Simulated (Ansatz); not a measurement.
## Sb: levels along high-symmetry lines

```
Sb
1.0
     0.00000    2.30500    2.30500
     2.30500    0.00000    2.30500
     2.30500    2.30500    0.00000
Sb
1
Direct
  0.00000 0.00000 0.00000
```

The cell comes from COD entry 9013009, which wasn't checked; take it as a given geometry.

Level of theory: DFT, PBE, all-electron LAPW, Dirac equation with spin-orbit coupling (Ansatz 0.2.0).

Settings: a Γ-centred 14×14×14 k mesh, Fermi–Dirac smearing of 0.03 eV, basis error target 0.25 meV/atom, no spin polarisation.

Points in fractions of the reciprocal vectors of this cell: Γ (0, 0, 0), X (0.5, 0, 0.5), U (0.625, 0.25, 0.625), K (0.375, 0.375, 0.75), L (0.5, 0.5, 0.5), W (0.5, 0.25, 0.75). The path joins them by straight lines in the order Γ–X–U–K–Γ–L–W–X; legs that retrace an earlier one aren't tabulated. Energies are in eV from the Fermi level.

(1) Is there a gap?

(2) List the levels between -14 and 8 eV at the symmetry points.

## Answers

(1) none: bands cross the Fermi level, a metal.

(2) 
Γ: -13.74 (×2), 5.12 (×2), 6.41 (×4)
X: -7.51 (×2), -5.51 (×2), 0.09 (×2), 0.62 (×2), 4.26 (×2), 4.61 (×2)
U: -7.53 (×2), -4.55 (×2), -3.39 (×2), 1.28 (×2), 5.15 (×2)
K: -7.53 (×2), -4.55 (×2), -3.39 (×2), 1.28 (×2), 5.15 (×2)
L: -9.41 (×2), -6.50 (×2), 3.67 (×2), 4.42 (×2)
W: -7.20 (×2), -3.79 (×2), -3.38 (×2), -1.79 (×2)
